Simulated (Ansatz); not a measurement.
# I (Fmmm) in Ansatz: notebook

One crystal, I, is run at these levels: PBEsol; tasks: single point, equation of state.

All numbers are computed with Ansatz 0.2.0; they aren't measurements. Logs are shortened: lines on timing, memory, paths and dates and some standing lists are left out, and cuts for length are marked.

## Step 1: The structure

It takes space group Fmmm (No. 69, orthorhombic). The conventional cell has a = 4.384 Å, b = 4.731 Å, c = 7.820 Å, α = 90.00°, β = 90.00°, γ = 90.00°. I (site symmetry mmm) has 4 I at 3.23 Å as nearest neighbours.

## Step 2: Single point, PBEsol, 38.12 Å³/atom (volume scaled by 0.94)

The input, input.yaml:

```yaml
crystal:
  lattice:
    - [0.0, 2.3173093325, 3.830025081]
    - [2.1474932061, 0.0, 3.830025081]
    - [2.1474932061, 2.3173093325, 0.0]
  atoms:
    - { symbol: I, position: [0.0, 0.0, 0.0] }
hamiltonian:
  xc: pbesol
  pseudopotentials: { kind: paw }
kpoints:
  mp_grid: { grid: [9, 9, 9] }
scf:
  occupations: { method: fermi_dirac, width: 0.05 }
output:
  forces: true
  stress: true
  eigenvalues: true
  write_density: true
  write_potential: true
  elf: true
  volumetric_format: npy
```

Potentials or basis: Ansatz PAW.

On the command line:

```sh
> ansatz run input.yaml --threads 2 --pin off --max-ram 5120MiB --backend cpu --events-out ev --progress --plain --runs-dir out
```

The log of the run:

```text
Warning: RAYON_NUM_THREADS=2 ignored (pool sized by the plan → 2); use --threads N
Engine: ansatz 0.2.0, aarch64-unknown-linux-gnu
Pseudopotentials: kind: paw
Pseudopotential: I, paw, valence charge 17, recommended cutoff 420 eV (normal), I.paw.azcp
Functional definition: PBEsol
  exchange = pbesol_x
  correlation = pbesol_c
Crystal: 1 atoms, lattice volume = 38.120 Å³
Basis set: ecut = 420 eV, 773 PW (Γ), exchange–correlation on 60×60×48 points (8 copies of the dense FFT grid, shifted against one another)
Bands: 13, of which v1, the nominal top of the filled ones, is band 9 counted from 1 (8 counted from 0)
Symmetry: 8 space group operations
Space group: Fmmm (ITA 69), of the structure as read, at distance tolerance 3.4e-5 Å
k-points: 125 of 729
Non-local potential: I, projectors of the file, l = 0: 2, l = 1: 2, l = 2: 2, l = 3: 2
PAW form: soft (Blöchl's): semilocal exchange-correlation on the pseudo side does not see the compensation charge
PAW frozen core: I, regenerated for the run's functional, and the local potential with it (the file was generated under x = pbe(κ = 0.804, μ = 0.2195149727645171), c = pbe(β = 0.06672455060314922))
PAW one-centre angular grid: I, 590 points (default); XC on 64 Gauss nodes
Initial density: superposition of atomic densities (neutral atoms: chi_scale 0, normalization atom), corrected by the library's trained network
Initial wavefunctions: pseudopotential atomic-orbital guess
Functional: x = pbesol(κ = 0.804, μ = 0.12345679012345678), c = pbesol(β = 0.046)
SCF iter   1: F=—  HF=-7432.201251 eV  |F-HF|=—  |Δ(HF+E_count)|=         —  Δρ=2.03e-3  dr2=1.12e-3  ethr=1.77e-3  ⟨swp⟩=6.2  Hψ=10965  notcnv=0
preconditioner: auto → Kerker (q_TF=auto, 2.385 Å⁻¹)  [metal: Δε(μ)=0.045 eV  Ē_g=13.368 eV  σ=0.050 eV  W_gap=0.22  n_scr=10 (ndim 8)  ℏωp=15.9 eV  f_vac=0.044  D(μ)=0.51/eV (n_scr^D=0)]
SCF iter   2: F=—  HF=-7432.200638 eV  |F-HF|=—  |Δ(HF+E_count)|=   6.13e-4  Δρ=1.55e-3  dr2=8.29e-4  ethr=6.57e-6  ⟨swp⟩=2.3  Hψ=3649  notcnv=0
SCF iter   3: F=—  HF=-7432.200508 eV  |F-HF|=—  |Δ(HF+E_count)|=   1.30e-4  Δρ=4.42e-4  dr2=5.25e-5  ethr=4.87e-6  ⟨swp⟩=2.0  Hψ=2706  notcnv=0
SCF iter   4: F=—  HF=-7432.200467 eV  |F-HF|=—  |Δ(HF+E_count)|=   4.14e-5  Δρ=2.31e-4  dr2=1.54e-5  ethr=3.09e-7  ⟨swp⟩=2.2  Hψ=2569  notcnv=0
SCF iter   5: F=—  HF=-7432.200468 eV  |F-HF|=—  |Δ(HF+E_count)|=   1.17e-6  Δρ=6.55e-5  dr2=3.28e-6  ethr=9.04e-8  ⟨swp⟩=2.0  Hψ=2683  notcnv=0
SCF iter   6: F=—  HF=-7432.200470 eV  |F-HF|=—  |Δ(HF+E_count)|=   1.71e-6  Δρ=1.21e-5  dr2=1.30e-7  ethr=1.93e-8  ⟨swp⟩=2.0  Hψ=2058  notcnv=0
SCF iter   7: F=-7432.200470 eV  HF=-7432.200470 eV  |F-HF|=3.44e-8  |Δ(HF+E_count)|=   1.31e-8  Δρ=8.85e-6  dr2=4.00e-8  ethr=5.88e-10  ⟨swp⟩=10.8  Hψ=11849  notcnv=0
SCF 1 converged in 7 iterations: F = -7432.200470 eV  dr2 = 4.00e-8
SCF converged after 7 iterations
Free energy (F): -7432.200470 eV
Harris-Foulkes:  -7432.200470 eV  (|F-HF|=3.44e-8)
Internal energy: -7432.196145 eV  (E = F + TS)
E sigma→0 (E₀):  -7432.198307 eV
Entropy (-TS):   -0.004325 eV (-4.325 meV/atom)
Fermi energy:    6.720806 eV
--- Per-component energies (eV) ---
  E_band       = -377.858682
  E_kinetic    = 189.095067
  E_local      = -1930.725575  (includes V_loc(G=0)·N_el)
  E_nonlocal   = -90.375112
  E_hartree    = 997.876035
  E_xc         = -127.127537
  E_vxc        = -128.306847  (∫ρ·V_xc dr)
  E_paw        = -4734.436766  (= ΣΔE_a)
  E_vpaw       = -413.291964  (= ΣTr[D̂ρ^β])
  E_aug_tail   = 0.000007  (compensation charges beyond the density's cutoff)
  E_ewald      = -1736.914406
  E_core_change = 0.412142  (= ΣΔE_core)
  E_smearing   = -0.004325  (= −TS)
  E_closure    = -0.000000  (closes the sum)
  Σ components = -7432.200470   (vs F -7432.200470, Δ=0.00e0)
--- Forces (eV/Å), atoms counted from 1 ---
  atom   1  I      0.00000000    -0.00000000     0.00000000
  max |Σ_I F_I| component: 2.96e-31 eV/Å
--- Stress (GPa, compression-positive) ---
        0.494007      -0.000000      -0.000000
       -0.000000       0.579832      -0.000000
       -0.000000      -0.000000      -0.275587
  P = ⅓ Tr σ = 0.2661 GPa (2.661 kbar)
--- Band table (eV; the first three rows and the last of 125) ---
  k-point 0: bands = ["-38.7281", "-38.6989", "-38.5191", "-38.4853", "-38.4481", "-7.6008", "4.6100", "7.6004", "7.8871", "10.9555", "14.2333", "15.0575", "18.9149"]
  k-point 1: bands = ["-38.7251", "-38.6997", "-38.5196", "-38.4857", "-38.4469", "-7.4549", "4.5995", "6.5084", "7.8462", "11.3408", "14.6653", "16.1612", "16.6251"]
  k-point 2: bands = ["-38.7178", "-38.7018", "-38.5209", "-38.4866", "-38.4440", "-7.0443", "4.2368", "4.7284", "8.0812", "12.1194", "14.6482", "15.0896", "19.0721"]
  k-point 124: bands = ["-38.7251", "-38.6997", "-38.5194", "-38.4854", "-38.4467", "-7.1707", "2.3438", "6.2411", "7.6114", "13.9615", "15.3697", "17.1672", "21.2537"]
```

rho_z.tsv:

```text
# z_ang	rho[e/angstrom^3]
# format = ansatz-planar-average/11
# lattice	0.000000000	2.317309332	3.830025081
# lattice	2.147493206	0.000000000	3.830025081
# lattice	2.147493206	2.317309332	0.000000000
# sites	1
# site	53	0.000000000	0.000000000	0.000000000
0.000000	1.248818e0
0.131641	1.182520e0
0.263281	1.001092e0
0.394922	7.547372e-1
0.526562	5.148643e-1
0.658203	3.422168e-1
[... 16 lines left out ...]
2.896094	1.001092e0
3.027734	1.182520e0
```

v_z.tsv:

```text
# z_ang	v_es[eV]	v_tot[eV]
# format = ansatz-planar-average/11
# xc	pbesol
# density_cutoff_ev	1680
# datasets	I=:simpson_from_first_knot:soft:shift=-1262790
# lattice	0.000000000	2.317309332	3.830025081
# lattice	2.147493206	0.000000000	3.830025081
# lattice	2.147493206	2.317309332	0.000000000
# sites	1
# site	53	0.000000000	0.000000000	0.000000000
0.000000	5.007991e0	-5.825454e0
0.131641	4.904971e0	-5.870805e0
0.263281	4.666560e0	-5.930524e0
0.394922	4.466924e0	-5.825638e0
0.526562	4.500859e0	-5.372364e0
0.658203	4.910156e0	-4.460641e0
[... 16 lines left out ...]
2.896094	4.666560e0	-5.930524e0
3.027734	4.904971e0	-5.870805e0
```

Run time: 2.1 s. Hardware: 2 threads of Arm Neoverse V2, shared host; peak memory 0.34 GiB.

What came out:

```yaml
Free_energy: -7432.2005 eV
Pressure: 0.3 GPa
Band_gap_on_the_k_mesh: none (metal or under the smearing width)
```

Caveat: an odd number of electrons without spin polarisation forces a metal; a magnetic or distorted state may lie lower; the PAW data sets come from PBE, with cores solved anew for the run's functional, which leaves a small shift of forces and pressure.

## Step 3: Single point, PBEsol, 38.93 Å³/atom (volume scaled by 0.96)

The input, input.yaml:

```yaml
crystal:
  lattice:
    - [0.0, 2.33362895, 3.8569979773]
    - [2.1626168959, 0.0, 3.8569979773]
    - [2.1626168959, 2.33362895, 0.0]
  atoms:
    - { symbol: I, position: [0.0, 0.0, 0.0] }
hamiltonian:
  xc: pbesol
  pseudopotentials: { kind: paw }
kpoints:
  mp_grid: { grid: [9, 9, 9] }
scf:
  occupations: { method: fermi_dirac, width: 0.05 }
output:
  forces: true
  stress: true
  eigenvalues: true
```

Potentials or basis: Ansatz PAW.

On the command line:

```sh
> ansatz run input.yaml --threads 2 --pin off --max-ram 5120MiB --backend cpu --events-out ev --progress --plain --runs-dir out
```

It took 1.6 s on 2 threads of Arm Neoverse V2, shared host; peak memory 0.34 GiB.

The run converged. Its results:

| Property | Result |
| --- | --- |
| Free energy | -7432.2002 eV |
| Pressure | -0.4 GPa |
| Band gap on the k mesh | none (metal or under the smearing width) |

Caveat: an odd number of electrons without spin polarisation forces a metal; a magnetic or distorted state may lie lower; the PAW data sets come from PBE, with cores solved anew for the run's functional, which leaves a small shift of forces and pressure.

## Step 4: Single point, PBEsol, 39.74 Å³/atom (volume scaled by 0.98)

Changes to input.yaml since step 3:

```diff
@@ -2,5 +2,5 @@
   lattice:
-    - [0.0, 2.33362895, 3.8569979773]
-    - [2.1626168959, 0.0, 3.8569979773]
-    - [2.1626168959, 2.33362895, 0.0]
+    - [0.0, 2.3497234514, 3.8835988039]
+    - [2.1775319666, 0.0, 3.8835988039]
+    - [2.1775319666, 2.3497234514, 0.0]
   atoms:
```

On the command line:

```sh
> ansatz run input.yaml --threads 2 --pin off --max-ram 5120MiB --backend cpu --events-out ev --progress --plain --runs-dir out
```

Run time: 1.6 s. Hardware: 2 threads of Arm Neoverse V2, shared host; peak memory 0.34 GiB.

Results (log left out):

| Quantity | Value |
| --- | --- |
| Free energy | -7432.1969 eV |
| Pressure | -0.9 GPa |
| Band gap on the k mesh | none (metal or under the smearing width) |

Caveat: an odd number of electrons without spin polarisation forces a metal; a magnetic or distorted state may lie lower; the PAW data sets come from PBE, with cores solved anew for the run's functional, which leaves a small shift of forces and pressure.

## Step 5: Single point, PBEsol, 40.55 Å³/atom

Changes to input.yaml since step 4:

```diff
@@ -2,5 +2,5 @@
   lattice:
-    - [0.0, 2.3497234514, 3.8835988039]
-    - [2.1775319666, 0.0, 3.8835988039]
-    - [2.1775319666, 2.3497234514, 0.0]
+    - [0.0, 2.3656004428, 3.9098401324]
+    - [2.1922454667, 0.0, 3.9098401324]
+    - [2.1922454667, 2.3656004428, 0.0]
   atoms:
```

On the command line:

```sh
> ansatz run input.yaml --threads 2 --pin off --max-ram 5120MiB --backend cpu --events-out ev --progress --plain --runs-dir out
```

It took 1.5 s on 2 threads of Arm Neoverse V2, shared host; peak memory 0.34 GiB.

It converged, with:

```yaml
Free_energy: -7432.1910 eV
Pressure: -1.4 GPa
Band_gap_on_the_k_mesh: none (metal or under the smearing width)
```

Caveat: an odd number of electrons without spin polarisation forces a metal; a magnetic or distorted state may lie lower; the PAW data sets come from PBE, with cores solved anew for the run's functional, which leaves a small shift of forces and pressure.

## Step 6: Single point, PBEsol, 41.36 Å³/atom (volume scaled by 1.02)

Changes to input.yaml since step 5:

```diff
@@ -2,5 +2,5 @@
   lattice:
-    - [0.0, 2.3656004428, 3.9098401324]
-    - [2.1922454667, 0.0, 3.9098401324]
-    - [2.1922454667, 2.3656004428, 0.0]
+    - [0.0, 2.3812671275, 3.935733868]
+    - [2.2067640717, 0.0, 3.935733868]
+    - [2.2067640717, 2.3812671275, 0.0]
   atoms:
```

Potentials or basis: Ansatz PAW.

On the command line:

```sh
> ansatz run input.yaml --threads 2 --pin off --max-ram 5120MiB --backend cpu --events-out ev --progress --plain --runs-dir out
```

It took 1.7 s on 2 threads of Arm Neoverse V2, shared host; peak memory 0.34 GiB.

Results (log left out):

```yaml
Free_energy: -7432.1828 eV
Pressure: -1.8 GPa
Band_gap_on_the_k_mesh: none (metal or under the smearing width)
```

Caveat: an odd number of electrons without spin polarisation forces a metal; a magnetic or distorted state may lie lower; the PAW data sets come from PBE, with cores solved anew for the run's functional, which leaves a small shift of forces and pressure.

## Step 7: Single point, PBEsol, 42.17 Å³/atom (volume scaled by 1.04)

Changes to input.yaml since step 6:

```diff
@@ -2,5 +2,5 @@
   lattice:
-    - [0.0, 2.3812671275, 3.935733868]
-    - [2.2067640717, 0.0, 3.935733868]
-    - [2.2067640717, 2.3812671275, 0.0]
+    - [0.0, 2.3967303343, 3.9612912976]
+    - [2.2210941101, 0.0, 3.9612912976]
+    - [2.2210941101, 2.3967303343, 0.0]
   atoms:
```

On the command line:

```sh
> ansatz run input.yaml --threads 2 --pin off --max-ram 5120MiB --backend cpu --events-out ev --progress --plain --runs-dir out
```

Run time: 1.7 s. Hardware: 2 threads of Arm Neoverse V2, shared host; peak memory 0.34 GiB.

It converged, with:

```yaml
Free_energy: -7432.1726 eV
Pressure: -2.2 GPa
Band_gap_on_the_k_mesh: none (metal or under the smearing width)
```

Caveat: an odd number of electrons without spin polarisation forces a metal; a magnetic or distorted state may lie lower; the PAW data sets come from PBE, with cores solved anew for the run's functional, which leaves a small shift of forces and pressure.

## Step 8: Single point, PBEsol, 42.99 Å³/atom (volume scaled by 1.06)

Changes to input.yaml since step 7:

```diff
@@ -2,5 +2,5 @@
   lattice:
-    - [0.0, 2.3967303343, 3.9612912976]
-    - [2.2210941101, 0.0, 3.9612912976]
-    - [2.2210941101, 2.3967303343, 0.0]
+    - [0.0, 2.4119965442, 3.9865231326]
+    - [2.2352415877, 0.0, 3.9865231326]
+    - [2.2352415877, 2.4119965442, 0.0]
   atoms:
```

On the command line:

```sh
> ansatz run input.yaml --threads 2 --pin off --max-ram 5120MiB --backend cpu --events-out ev --progress --plain --runs-dir out
```

Run time: 1.8 s. Hardware: 2 threads of Arm Neoverse V2, shared host; peak memory 0.35 GiB.

The run converged. Its results:

```
Free energy            : -7432.1607 eV
Pressure               : -2.5 GPa
Band gap on the k mesh : none (metal or under the smearing width)
```

Caveat: an odd number of electrons without spin polarisation forces a metal; a magnetic or distorted state may lie lower; the PAW data sets come from PBE, with cores solved anew for the run's functional, which leaves a small shift of forces and pressure.

## Step 9: Equation of state, PBEsol

Potentials or basis: Ansatz PAW.

This step only gathers the single runs of the series.

Results:

```yaml
Equilibrium_volume: 38.45 Å³/atom
Bulk_modulus_at_fixed_shape_and_positions: 30 GPa
Pressure_derivative_of_the_bulk_modulus: 5.4
```

Energy against volume, from the lowest point:
| volume (Å³/atom) | energy (meV/atom) |
| --- | --- |
| 38.120 | 0.00 |
| 38.931 | 0.29 |
| 39.742 | 3.57 |
| 40.553 | 9.46 |
| 41.364 | 17.65 |
| 42.175 | 27.84 |
| 42.986 | 39.75 |

Caveat: the cell was scaled at fixed shape and fractional positions, which overstates the stiffness of a crystal with free parameters, most of all of layers and chains.
